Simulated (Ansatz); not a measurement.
Input and command of a calculation in Ansatz (plane waves; scalar-relativistic PAW potentials unless the input names others):

```yaml
crystal:
  lattice:
    - [2.5420747527, -2.4872537603, 0.0]
    - [2.5420747527, 2.4872537603, 0.0]
    - [0.0, 0.0, 4.0132973875]
  atoms:
    - { symbol: H, position: [0.95329563, 0.04670437, 0.06850889] }
    - { symbol: H, position: [0.45329563, 0.54670437, 0.43149111] }
    - { symbol: H, position: [0.54670437, 0.45329563, 0.56850889] }
    - { symbol: H, position: [0.04670437, 0.95329563, 0.93149111] }
basis:
  ecutwfc: 420
kpoints:
  mp_grid: { grid: [6, 6, 6] }
hamiltonian:
  xc: pbesol
scf:
  occupations: { method: gaussian, width: 0.02 }
  convergence: { dr2_threshold: 1.0e-16 }
  max_iter: 80
output:
  forces: true
  eigenvalues: true
  stress: true
```

```bash
ansatz run input.yaml --threads 1 --pin off --max-ram 1331MiB --backend cpu --events-out ev --progress --plain --runs-dir out
```

Abridged log:
```
Basis set: ecut = 420 eV, 965 PW (Γ), exchange–correlation on 48×48×54 points (8 copies of the dense FFT grid, shifted against one another)
Bands: 6, of which v1, the nominal top of the filled ones, is band 2 counted from 1 (1 counted from 0)
Symmetry: 8 space group operations
k-points: 52 of 216
SCF iter   1: F=—  HF=-62.411283 eV  |F-HF|=—  |Δ(HF+E_count)|=         —  Δρ=3.72e-3  dr2=4.74e-3  ethr=1.77e-3  ⟨swp⟩=3.6  Hψ=2465  notcnv=0
SCF iter   2: F=—  HF=-62.410603 eV  |F-HF|=—  |Δ(HF+E_count)|=   6.80e-4  Δρ=1.28e-3  dr2=5.42e-4  ethr=1.19e-4  ⟨swp⟩=2.0  Hψ=930  notcnv=0
SCF iter   3: F=—  HF=-62.410803 eV  |F-HF|=—  |Δ(HF+E_count)|=   2.01e-4  Δρ=8.30e-5  dr2=1.05e-6  ethr=1.36e-5  ⟨swp⟩=3.0  Hψ=623  notcnv=0
SCF iter   4: F=—  HF=-62.410803 eV  |F-HF|=—  |Δ(HF+E_count)|=   3.12e-7  Δρ=8.72e-6  dr2=1.31e-8  ethr=2.63e-8  ⟨swp⟩=2.0  Hψ=471  notcnv=0
SCF iter   5: F=—  HF=-62.410803 eV  |F-HF|=—  |Δ(HF+E_count)|=   7.75e-8  Δρ=8.40e-7  dr2=1.35e-10  ethr=3.28e-10  ⟨swp⟩=2.0  Hψ=416  notcnv=0
SCF iter   6: F=—  HF=-62.410803 eV  |F-HF|=—  |Δ(HF+E_count)|=   1.64e-9  Δρ=3.18e-8  dr2=3.82e-13  ethr=3.37e-12  ⟨swp⟩=2.0  Hψ=416  notcnv=0
SCF iter   7: F=—  HF=-62.410803 eV  |F-HF|=—  |Δ(HF+E_count)|=  1.70e-12  Δρ=1.54e-9  dr2=6.43e-16  ethr=9.54e-15 (applied; sched 1.00e-12)  ⟨swp⟩=2.0  Hψ=416  notcnv=0
SCF iter   8: F=-62.410803 eV  HF=-62.410803 eV  |F-HF|=5.68e-14  |Δ(HF+E_count)|=  7.11e-15  Δρ=1.37e-10  dr2=5.05e-18  ethr=1.00e-12  ⟨swp⟩=2.9  Hψ=654  notcnv=0
SCF 1 converged in 8 iterations: F = -62.410803 eV  dr2 = 5.05e-18
SCF converged after 8 iterations
Free energy (F): -62.410803 eV
Harris-Foulkes:  -62.410803 eV  (|F-HF|=5.68e-14)
Internal energy: -62.410803 eV  (E = F + TS)
E sigma→0 (E₀):  -62.410803 eV
Fermi energy:    -3.522665 eV
--- Forces (eV/Å), atoms counted from 1 ---
  atom   1  H      0.00000000     0.95962758     1.13598197
  atom   2  H      0.00000000     0.95962758    -1.13598197
  atom   3  H      0.00000000    -0.95962758     1.13598197
  atom   4  H      0.00000000    -0.95962758    -1.13598197
--- Stress (GPa, compression-positive) ---
        0.072648       0.000000       0.000000
        0.000000       2.833975       0.000000
        0.000000       0.000000       4.037287
  P = ⅓ Tr σ = 2.3146 GPa (23.146 kbar)
```

One setting here is needlessly strict: a threshold far tighter than needed (scf.convergence.dr2_threshold: not typed → 1e-16). It leaves the result as it was and can only cost iterations: the run converged in 8 SCF iterations (reference: 6) with an energy at zero smearing within 0.01 meV/atom of the reference's, pressure 2.31 GPa, largest force 1.487 eV/Å, gap on the mesh 9.22 eV. A reference run from the same start on usual settings converged with pressure 2.31 GPa, largest force 1.487 eV/Å, gap on the mesh 9.22 eV.